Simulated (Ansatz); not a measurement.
Ionic part of the dielectric constant of BN at 4 GPa, mode by mode

All numbers below come from DFT PBEsol, scalar-relativistic, plane waves, PAW (Ansatz 0.2.0). Settings: 420 eV plane-wave cutoff, Γ-centred 12×12×12 mesh, fixed occupations. No spin polarisation. Phonons by linear response, acoustic sum rule imposed.

The structure is trigonal, space group R3m (No. 160). Conventional cell: a = 2.496 Å, b = 2.496 Å, c = 9.161 Å, α = 90.00°, β = 90.00°, γ = 120.00°. B (site symmetry 3m) is surrounded by 3 N at 1.44 Å. N (site symmetry 3m) is surrounded by 3 B at 1.44 Å.

The crystal is built of layers and no dispersion correction was added, so the binding between them is poorly described, and with it their spacing and whatever depends on it.

The primitive cell has V = 16.48 Å³ and ε∞,zz = 3.103. Each polar mode adds Δε = (4.92064×10⁷/V)·S/ν² along z, with S its oscillator strength in e²/amu, ν in cm⁻¹ and V in Å³.

Question: From these modes, find each Δε and ε0,zz.
```json
{"ν (cm⁻¹)": "724.0", "S_zz (e²/amu)": "0.1218"}
```

Answer:
```
ν (cm⁻¹)    Δε
   724.0  0.69
```

The sum is 0.694, so ε0,zz = 3.80; the run's tensor has 3.80.

Question: Where do the longitudinal modes lie for a wave vector along z?

Answer: At 801 cm⁻¹. The Lyddane–Sachs–Teller product Π(ν_LO/ν_TO)² = 1.22 matches ε0/ε∞ = 1.22.

This form isn't the usual stable structure of the compound at low pressure.

Cost: 1 run of about 1.6 core-minutes, on Intel Xeon Processor @ 2.50GHz (Skylake/Cascade Lake) (shared hosts).